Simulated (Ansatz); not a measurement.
# InP: the cost of one run

Method: DFT PBE, scalar-relativistic, plane waves, PAW, in Ansatz 0.2.0.

The COD entry's cell or inner coordinates are ideal or old and differ from later refinements, so a difference from it is no clean test against experiment.

4 further runs of the same task are left out: 4 set aside as unsound or not needed.

### 1 The starting structure

It takes space group F-43m (No. 216, cubic). Conventional cell: a = 5.960 Å, b = 5.960 Å, c = 5.960 Å, α = 90.00°, β = 90.00°, γ = 90.00°. In (site symmetry -43m) is surrounded by 4 P at 2.58 Å. P (site symmetry -43m) is surrounded by 4 In at 2.58 Å.

As a file:

```xyz
2
Lattice="0.0000 2.9800 2.9800 2.9800 0.0000 2.9800 2.9800 2.9800 0.0000" Properties=species:S:1:pos:R:3 pbc="T T T"
In    0.0000    0.0000    0.0000
P     1.4900    1.4900    1.4900
```

This cell was relaxed beforehand with the same method: volume 26.46 Å³/atom, gap on the mesh 0.44 eV.

### 2 The linear chain

A free-standing chain of the crystal's atoms, periodic along c. Atoms and period relax; energies count from the bulk, -3177.0042 eV an atom.

The cell holds 1 In, 1 P: a = 9.000 Å, b = 9.300 Å, c = 4.645 Å, α = 90.00°, β = 90.00°, γ = 90.00°.

### 3 The relaxation run

Pressure and volume refer to the whole cell with its vacuum; only the period along c may change.

File input.yaml:

```yaml
crystal:
  lattice:
    - [9.0, 0.0, 0.0]
    - [0.0, 9.3, 0.0]
    - [0.0, 0.0, 4.645413606]
  atoms:
    - { symbol: In, position: [0.5, 0.5, 0.0], spin: 0.5 }
    - { symbol: P, position: [0.5, 0.5, 0.5], spin: 0.5 }
basis:
  ecutwfc: 420
kpoints:
  mp_grid: { grid: [1, 1, 14] }
hamiltonian:
  xc: pbe
scf:
  occupations: { method: gaussian, width: 0.05 }
output:
  forces: true
  stress: true
  eigenvalues: true
  populations: true
  write_density: true
  write_potential: true
  elf: true
  volumetric_format: npy
magnetization:
  spin_polarized: true
relax:
  adjacent_minimum: "off"
  f_tol: 0.01
  max_steps: 45
  cell: { fix: [a, b, alpha, beta, gamma], stress_tol: 0.03 }
```

Command:

```
> ansatz run input.yaml --threads 2 --pin off --max-ram 5120MiB --backend cpu --events-out ev --progress --plain --runs-dir out
```

What time and memory should one allow on 2 threads of Arm Neoverse V2, shared host?

About 18 s, with a peak of 0.58 GiB.
